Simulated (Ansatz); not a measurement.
# Levels of theory for LiF (Fm-3m)

All numbers come from Ansatz 0.2.0. (Simulation; spin polarisation is off.)

The cell is a 2-atom cell of LiF (Fm-3m) from a materials database; cell and atoms were relaxed with r2SCAN. Space group Fm-3m (No. 225), cubic; a = 3.990 Å in the conventional setting, 7.94 Å³ an atom. Around Li lie 6 F at 2.00 Å; around F lie 6 Li at 2.00 Å.

```yaml
crystal:
  lattice:
    - [0.00000, 1.99510, 1.99510]
    - [1.99510, 0.00000, 1.99510]
    - [1.99510, 1.99510, 0.00000]
  atoms:
    - { symbol: Li, position: [0.00000, 0.00000, 0.00000] }
    - { symbol: F, position: [0.50000, 0.50000, 0.50000] }
```

Relaxed lattice by functional, symmetry kept:
```
functional    k mesh  a (Å)  volume (Å³/atom)
       PBE  10×10×10  4.068              8.42
    r2SCAN  10×10×10  3.990              7.94
    PBEsol  10×10×10  4.008              8.05
       LDA  10×10×10  3.909              7.47
     HSE06     6×6×6  4.011              8.06
```

On this one geometry the levels give:
```tsv
level	k mesh	gap (eV)	kind	edges	least direct gap (eV)
LDA	10×10×10	9.10	indirect	K–Γ (0.83) → Γ	9.10
r2SCAN	10×10×10	10.33	direct	Γ	10.33
HSE06	8×8×8	11.67	indirect	K–Γ (0.83) → Γ	11.67
DDH-PBE0	8×8×8	15.37	direct	Γ	15.37
PBE0	8×8×8	12.43	indirect	K–Γ (0.83) → Γ	12.43
r2SCAN0	8×8×8	13.07	direct	Γ	13.07
```
Wave cutoffs: 420 eV, 500 eV (r2SCAN, r2SCAN0).
Points off the special ones are mesh points or PBE's searched band edges, reused at the other levels. PBE's own run along the path (9.34 eV) came before the search for the edges and missed one, so it isn't listed. Set aside, since their points miss a band edge that the other levels read or their mesh is too coarse: LC-ωPBE.

The HSE06 gap is indirect, 11.671 eV (K–Γ (0.83 of the way from K) to Γ), below the direct gap of 11.671 eV at Γ. Least and direct gap differ so little that the kind isn't settled.

Direct and least gap lie within 0.04 eV at some levels, so the kind of gap isn't settled.

r2SCAN (ground state on 10×10×10): ε∞: 1.99 in all directions. Born charges, averaged over directions: Li +1.04, F -1.04 e. PBE (ground state on 10×10×10): The clamped-ion dielectric constant comes out as 2.07 in all directions. Born charges, averaged over directions: Li +1.05, F -1.05 e.

On the PBEsol cell (a = 4.008 Å), with PBEsol: The optical mode at Γ lies at 299 cm⁻¹ without the longitudinal term. With the long-range field the highest mode reaches 637 cm⁻¹. ε∞: 2.09 in all directions. With the ions relaxed, ε⁰ is 9.5 in all directions. Born charges, averaged over directions: Li +1.05, F -1.05 e.

The meshes of the hybrids are coarse, so their gaps aren't converged to the digits shown.
